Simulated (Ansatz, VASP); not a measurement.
One calculation of CdS, two programs

```xyz
2
Lattice="0.0000 2.9686 2.9686 2.9686 0.0000 2.9686 2.9686 2.9686 0.0000" Properties=species:S:1:pos:R:3 pbc="T T T"
Cd    0.0000    0.0000    0.0000
S     1.4843    1.4843    1.4843
```

Change from the starting cell: hydrostatic strain +1.0%.

Alike in both runs: task single point; functional r2SCAN; k mesh 8 × 8 × 8; no spin polarisation.

|  | VASP | Ansatz |
| --- | --- | --- |
| version | VASP 6.6.1 | Ansatz 0.2.0 |
| potentials or method | VASP PAW PBE potentials, release 64 (Cd, S) | plane waves, PAW |
| plane-wave cutoff (eV) | 520 | 500 |
| occupations | gaussian, width 0.01 eV | fixed |
| valence electrons in the cell | 18 | 26 |

VASP gave:

- gap on the k mesh at the Fermi level (eV): 1.47
- pressure (GPa): -1.4

Task: What did Ansatz give for the same quantities?

Result: gap on the k mesh at the Fermi level (eV): 1.47; pressure (GPa): -1.7.

The two sets of potentials don't hold the same shells in valence.

Caveats: the PAW data sets were made with another functional, which shifts forces and pressure a little (VASP).
